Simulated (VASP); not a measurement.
Set up this calculation in VASP 6.6.1, as the native input.

| Quantity | Value |
| --- | --- |
| Task | single point |
| Functional | PBE |
| Potentials or basis | VASP PAW PBE potentials, release 64 (Al, H) |
| Cutoff | 520 eV |
| k mesh | 3 × 3 × 3 |
| Occupations | gaussian, width 0.1 eV |
| Spin | no spin polarisation |
| Dipole correction | no |
| Further INCAR settings | LREAL = Auto; ALGO = Fast; EDIFF = 1e-06; NBANDS = 61 |

The structure of Al27H (a cell with a defect) lies in POSCAR:

```
Al27H
1.0
   -6.0624313821     -6.0624313821      0.0000000000
   -6.0624313821      0.0000000000     -6.0624313821
    0.0000000000     -6.0624313821     -6.0624313821
Al H
27 1
Direct
    0.6661193745      0.6661246529      0.6675780302
    0.3358431414      0.6676585259      0.6650142073
    0.0110100215      0.6556584726      0.6739564116
    0.6676536599      0.3358499869      0.6650146197
    0.3333288037      0.3333378759      0.6655709147
   -0.0003186840      0.3352572379      0.6645934191
    0.6556455240      0.0110231351      0.6739682056
    0.3352543512     -0.0003148077      0.6645931716
    0.0007026884      0.0007059874      0.6658458868
    0.6668035059      0.6668059802      0.3316287432
    0.3314097717      0.6669856936      0.3328649634
    0.0016646786      0.6650023309      0.3311623462
    0.6669816523      0.3314126583      0.3328658706
    0.3333296284      0.3333368862      0.3328111896
   -0.0007396372      0.3334412998      0.3334467432
    0.6649970525      0.0016697921      0.3311639957
    0.3334358564     -0.0007335341      0.3334462483
    0.0005415319      0.0005469753      0.3331557708
    0.6659604448      0.6659634139      0.0005902747
    0.3332253798      0.6674066468     -0.0005182739
   -0.0010685482      0.6677350629      0.0002035487
    0.6674005436      0.3332308232     -0.0005179440
    0.3333297934      0.3333368862     -0.0012062817
   -0.0009921762      0.3308237032      0.0018489281
    0.6677291246     -0.0010624450      0.0002071776
    0.3308174351     -0.0009875576      0.0018512374
   -0.0001387232     -0.0001362490     -0.0014304492
    0.8332975966      0.8333498858      0.5558547862
```

One way to write it, as run:

INCAR

```
SYSTEM = Al27H
PREC = Accurate ; ENCUT = 520
EDIFF = 1E-6 ; ISMEAR = 0
SIGMA = 0.1 ; LREAL = Auto
LASPH = .TRUE. ; NELM = 100
ALGO = Fast ; ISIF = 2
LWAVE = .FALSE. ; LCHARG = .TRUE.
GGA = PE ; LELF = .TRUE.
LVHAR = .TRUE. ; NBANDS = 61
```

KPOINTS

```
Automatic mesh
0
G
  3 3 3
  0 0 0
```

Potentials or basis: VASP PAW PBE potentials, release 64 (Al, H).

Run with:

```bash
$ cat potpaw_PBE.64/Al/POTCAR potpaw_PBE.64/H/POTCAR > POTCAR
$ mpirun -np 1 vasp_std > vasp.out
```

It gave:

The pressure is 0.9 GPa and the largest force is 0.165 eV/Å. The band gap on the k mesh is none (metal or under the smearing width).

Run time: 6.7 min on 1 thread of AMD EPYC 9R45 96-Core Processor (Zen 5), on a shared host, peak memory 0.64 GiB.
